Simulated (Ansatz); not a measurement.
Wanted: the native input for an Ansatz 0.2.0 run.

- Task: relaxation of cell and atoms
- Functional: LDA
- Potentials or basis: Ansatz PAW
- Cutoff: 420 eV (not typed: the program's choice for these potentials)
- k mesh: 12 × 12 × 4
- Occupations: fermi-dirac, width 0.05 eV
- Spin: no spin polarisation

Crystal: C.

```
C
1.0
     2.52210    0.00000    0.00000
    -1.26105    2.18420    0.00000
     0.00000    0.00000    8.23710
C
8
Direct
  0.66667 0.33333 0.84375
  0.33333 0.66667 0.34375
  0.66667 0.33333 0.65625
  0.33333 0.66667 0.15625
  0.00000 0.00000 0.90625
  0.00000 0.00000 0.40625
  0.00000 0.00000 0.59375
  0.00000 0.00000 0.09375
```

This is a hexagonal form of diamond, not graphite.

The input as run:

input.yaml

```yaml
crystal:
  lattice:
    - [2.5221, 0.0, 0.0]
    - [-1.26105, 2.1842026709, 0.0]
    - [0.0, 0.0, 8.2371]
  atoms:
    - { symbol: C, position: [0.6666666667, 0.3333333333, 0.84375] }
    - { symbol: C, position: [0.3333333333, 0.6666666667, 0.34375] }
    - { symbol: C, position: [0.6666666667, 0.3333333333, 0.65625] }
    - { symbol: C, position: [0.3333333333, 0.6666666667, 0.15625] }
    - { symbol: C, position: [0.0, 0.0, 0.90625] }
    - { symbol: C, position: [0.0, 0.0, 0.40625] }
    - { symbol: C, position: [0.0, 0.0, 0.59375] }
    - { symbol: C, position: [0.0, 0.0, 0.09375] }
hamiltonian:
  xc: lda
  pseudopotentials: { kind: paw }
kpoints:
  mp_grid: { grid: [12, 12, 4] }
scf:
  occupations: { method: fermi_dirac, width: 0.05 }
output:
  forces: true
  stress: true
  eigenvalues: true
relax:
  f_tol: 0.01
  max_steps: 40
  cell: { stress_tol: 0.05 }
```

Potentials or basis: Ansatz PAW.

Command:

```sh
$ ansatz run input.yaml --threads 4 --pin off --max-ram 11264MiB --backend cpu --events-out ev --progress --plain --runs-dir out
```

Results of the run:

The relaxed volume is 5.51 Å³/atom and the relaxed cell is a = 2.490 Å, b = 2.490 Å, c = 8.215 Å, α = 90.00°, β = 90.00°, γ = 120.00°. The space group after relaxing (to 0.05 Å) is P6_3/mmc (No. 194), the energy gained by relaxing is 8.9 meV/atom and the ionic steps are 8. The pressure after relaxing is 0.0 GPa and the band gap on the k mesh is 4.59 eV, indirect (least direct gap 5.32 eV).

Caveat: the plane-wave basis is chosen anew once the cell has moved, so the energies of steps on either side of that aren't comparable; the pressure holds a Pulay correction of +1.3 GPa for the finite cutoff; the PAW data sets come from PBE, with cores solved anew for the run's functional, which leaves a small shift of forces and pressure.

Wall time 8 s on 4 threads of Arm Neoverse V1, on a shared host, peak memory 0.35 GiB.
